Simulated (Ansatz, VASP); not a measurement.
**Cu3Au in VASP and in Ansatz**

```
CELL_PARAMETERS angstrom
3.71895 0.00000 0.00000
0.00000 3.71895 0.00000
0.00000 0.00000 3.71895
ATOMIC_POSITIONS crystal
Cu 0.00000 0.50000 0.50000
Cu 0.50000 0.50000 0.00000
Cu 0.50000 0.00000 0.50000
Au 0.00000 0.00000 0.00000
```

Alike in both runs: functional PBE; dispersion D3(BJ); k mesh 12 × 12 × 12; occupations gaussian, width 0.1 eV; no spin polarisation.

Ansatz relaxed the structure, and its values are those at the end. VASP's run is a single point on that final structure, the one shown.

```csv
,VASP,Ansatz
version,VASP 6.6.1,Ansatz 0.2.0
potentials or method,"VASP PAW PBE potentials, release 64 (Cu, Au)","scalar-relativistic, plane waves, PAW"
plane-wave cutoff (eV),520,420
valence electrons in the cell,44,76
```

```csv
,VASP,Ansatz,Ansatz less VASP
gap on the k mesh at the Fermi level (eV),none,none,-
pressure (GPa),0.0,0.0,+0.03
```

A gap of «none» marks a metal or a gap that the smearing closes. With one functional, cell and mesh, what is left measures potentials, basis and numerics. The two sets of potentials don't hold the same shells in valence.

Caveats: pairwise dispersion overbinds metals, which lowers pressure and volume. Spin-orbit coupling is left out, which matters for the levels of Au.
